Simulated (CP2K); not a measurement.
**Na under changes of volume**

One of the cells (39.256 Å³/atom); the others are scaled copies at fixed shape and fractional positions:

```
CELL_PARAMETERS angstrom
3.70832 0.00000 0.00000
-1.23611 3.49624 0.00000
-1.23611 -1.74812 3.02783
ATOMIC_POSITIONS crystal
Na 0.00000 0.00000 0.00000
```

```yaml
Program: CP2K 2026.2
Functional: LDA
Potentials_or_basis: GTH_POTENTIALS Na GTH-PADE-q9; TZVP-MOLOPT-PBE-GTH basis
Density_cutoff: 18368 eV
k_mesh: 9 × 9 × 9
Occupations: fermi-dirac, width 0.05 eV
Spin: no spin polarisation
```

```csv
volume (Å³/atom),energy over the lowest point (meV/atom),pressure (GPa)
36.901,0.00,-0.7
37.686,3.90,-0.9
38.471,8.39,-1.0
39.256,13.41,-1.1
40.041,?,?
40.827,25.15,-1.2
41.612,31.46,-1.3
```

**Question.** What does the run at 40.041 Å³/atom give?

**Answer.** Energy over the lowest point 19.22 meV/atom; pressure -1.2 GPa.

Worked out: A Birch-Murnaghan fit of order 3 (a polynomial in V^(-2/3)) to the other rows has no minimum within the range. It gives 19.06 meV/atom at 40.041 Å³/atom, against the run's 19.22, and -dE/dV = -1.2 GPa, against -1.2.

Energies are extrapolated to zero smearing.

Caveats: the basis of atomic orbitals isn't converged, which shifts pressures, moduli and gaps.
